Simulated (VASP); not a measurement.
Write the native input for VASP 6.6.1 that does the following.

```
Task                   : relaxation of cell and atoms
Functional             : r2SCAN
Potentials or basis    : VASP PAW PBE potentials, release 64 (Fe)
Cutoff                 : 600 eV
k mesh                 : 20 × 20 × 20
Occupations            : gaussian, width 0.1 eV
Spin                   : collinear spin, ferromagnetic start
Starting moments       : [3.0] μB
Further INCAR settings : ALGO = Normal; EDIFF = 1e-07; IBRION = 2; EDIFFG = -0.005; NSW = 90; ISIF = 3
```

The structure of Fe lies in POSCAR:

```
Fe
1.0
   -1.4295500000      1.4295500000      1.4295500000
    1.4295500000     -1.4295500000      1.4295500000
    1.4295500000      1.4295500000     -1.4295500000
Fe
1
Direct
    0.0000000000      0.0000000000      0.0000000000
```

One way to write it, as run:

INCAR

```
SYSTEM = Fe
  PREC = Accurate
  ENCUT = 600
  EDIFF = 1E-7
  ISMEAR = 0
  SIGMA = 0.1
  LREAL = .False.
  LASPH = .True.
  NELM = 150
  ALGO = Normal
  ISIF = 3
  LWAVE = .False.
  LCHARG = .False.
  ISPIN = 2
  MAGMOM = 3
  LORBIT = 11
  LMAXMIX = 4
  METAGGA = R2SCAN
  LMIXTAU = .True.
  IBRION = 2
  NSW = 90
  EDIFFG = -0.005
```

KPOINTS

```
regular mesh
0
Gamma
  20 20 20
  0 0 0
```

Potentials or basis: VASP PAW PBE potentials, release 64 (Fe).

Command:

```console
$ cat potpaw_PBE.64/Fe/POTCAR > POTCAR
$ mpirun -np 1 vasp_std > vasp.out
```

It gave:

```yaml
Relaxed_volume: 11.75 Å³/atom
Relaxed_cell: a = 2.480 Å, b = 2.480 Å, c = 2.480 Å, α = 109.47°, β = 109.47°, γ = 109.47°
Space_group_after_relaxing_to_0.05_Å: Im-3m (No. 229)
Energy_gained_by_relaxing: 0.2 meV/atom
Ionic_steps: 3
Pressure_after_relaxing: 0.0 GPa
Band_gap_on_the_k_mesh: none (metal or under the smearing width)
Net_moment: 2.65 μB per cell
Site_moments: Fe +2.72 μB
Valence_electrons_inside_the_program's_atomic_spheres: Fe 7.20
```

Caveat: the PAW data sets were made with another functional, which shifts forces and pressure a little.

Wall time 4.8 min on 1 thread of Intel(R) Xeon(R) Platinum 8559C (Emerald Rapids), on a shared host, peak memory 0.19 GiB.
